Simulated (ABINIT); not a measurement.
Crystal: CdF2.

```
Cd F
1.0
     0.00000    2.69400    2.69400
     2.69400    0.00000    2.69400
     2.69400    2.69400    0.00000
Cd F
1 2
Direct
  0.00000 0.00000 0.00000
  0.75000 0.75000 0.75000
  0.25000 0.25000 0.25000
```

Base run:

| Property | Result |
| --- | --- |
| Program | ABINIT 10.8.3 (patched build) |
| Functional | PBE |
| Potentials or basis | SPMS NC PBE v1.0 |
| Cutoff | 952 eV |
| k mesh | 7 × 7 × 7 |
| Occupations | fermi-dirac, width 0.05 eV |
| Spin | no spin polarisation |

Its results: band gap on the k mesh 3.19 eV, indirect (least direct gap 3.64 eV).

The run is repeated on the same cell with these changes: functional from PBE to LDA; potentials or basis from SPMS NC PBE v1.0 to PseudoDojo NC SR LDA v0.4.1 standard; cutoff from 952 eV to 1252 eV. What comes out?

Band gap on the k mesh 2.88 eV, indirect (least direct gap 3.29 eV).

Caveats: an odd mesh through Γ misses points on the zone boundary, where band edges often lie.
